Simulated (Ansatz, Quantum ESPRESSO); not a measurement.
**One calculation of CuAu, 3 ways**

```xyz
2
Lattice="1.4431 0.8331 4.2562 -1.4431 0.8331 4.2562 0.0000 -1.6663 4.2562" Properties=species:S:1:pos:R:3 pbc="T T T"
Au    0.0000    0.0000    0.0000
Cu    0.0000    0.0000    6.3843
```

The cell comes from a database or a generator and needn't be the stable form of this composition.

Alike in all runs: task band structure; functional PBEsol; k mesh 11 × 11 × 11; occupations fermi-dirac, width 0.05 eV; no spin polarisation; no spin-orbit coupling. Pressure is positive in compression and, in plane waves, holds the error of the finite cutoff, which Ansatz's Pulay term estimates and takes out.

```tsv
program and potentials	plane-wave cutoff (eV)	notes	pressure (GPa)
Quantum ESPRESSO, GBRV 1.5 PBEsol	762	15 valence electrons an atom on average	-8.37
Ansatz, all-electron LAPW, scalar-relativistic	-	-	-8.10
Ansatz, PAW datasets made for the crystal	280	11 valence electrons an atom on average	-8.10
```

The pressure spans -8.37 (Quantum ESPRESSO, GBRV 1.5 PBEsol) to -8.10 GPa (Ansatz, PAW datasets made for the crystal), with all-electron results at -8.10.

The functional is the same throughout but for its coding, so the spread measures potentials, basis and numerics; runs on potential files found faulty are left out.
